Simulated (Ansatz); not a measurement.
The system is Au.

```
CELL_PARAMETERS angstrom
0.00000 2.03500 2.03500
2.03500 0.00000 2.03500
2.03500 2.03500 0.00000
ATOMIC_POSITIONS crystal
Au 0.00000 0.00000 0.00000
```

| Property | Result |
| --- | --- |
| Program | Ansatz 0.2.0 |
| Task | relaxation of cell and atoms |
| Functional | PBE |
| Dispersion | D4 |
| Potentials or basis | Ansatz PAW |
| Cutoff | 420 eV (not typed: the program's choice for these potentials) |
| k mesh | 11 × 11 × 11 |
| Occupations | fermi-dirac, width 0.05 eV |
| Spin | no spin polarisation |

At the start: volume 16.85 Å³/atom.

**Question.** How do energy, volume and symmetry change on relaxing?

**Answer.** It ends after 4 steps and the volume is 17.32 Å³/atom (+2.7 %); space group Fm-3m (No. 225, to 0.05 Å).

Step by step:
| step | energy change (eV) | largest force (eV/Å) | volume (Å³) |
| --- | --- | --- | --- |
| 1 | 0.0000 | 0.0000 | 16.85 |
| 2 | -0.0064 | 0.0000 | 17.37 |
| 3 | -0.0065 | 0.0000 | 17.32 |
| 4 | -0.0067 | 0.0000 | 17.32 |

Final structure:
```
Au
1.0
     0.00000    2.05343    2.05343
     2.05343    0.00000    2.05343
     2.05343    2.05343    0.00000
Au
1
Direct
  0.00000 0.00000 0.00000
```

Caveat: the plane-wave basis is chosen anew once the cell has moved, so the energies of steps on either side of that aren't comparable.
